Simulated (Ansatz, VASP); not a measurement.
## C in VASP and in Ansatz

```xyz
1
Lattice="0.0000 1.5431 1.5431 1.5431 0.0000 1.5431 1.5431 1.5431 0.0000" Properties=species:S:1:pos:R:3 pbc="T T T"
C     0.0000    0.0000    0.0000
```

Alike in both runs: functional PBE; k mesh 16 × 16 × 16; occupations fermi-dirac, width 0.03 eV; no spin polarisation.

Ansatz relaxed the structure, and its values are those at the end. VASP's run is a single point on that final structure, the one shown.

|  | VASP | Ansatz |
| --- | --- | --- |
| version | VASP 6.6.1 | Ansatz 0.2.0 |
| potentials or method | VASP PAW PBE potentials, release 64 (C) | PAW with Ansatz's earlier generated frozen-core files (soft_1), scalar-relativistic |
| plane-wave cutoff (eV) | 520 | 420 |
| valence electrons in the cell | 4 | 4 |

```csv
,VASP,Ansatz,Ansatz less VASP
pressure (GPa),0.1,0.0,-0.06
```

With one functional, cell and mesh, what is left measures potentials, basis and numerics.
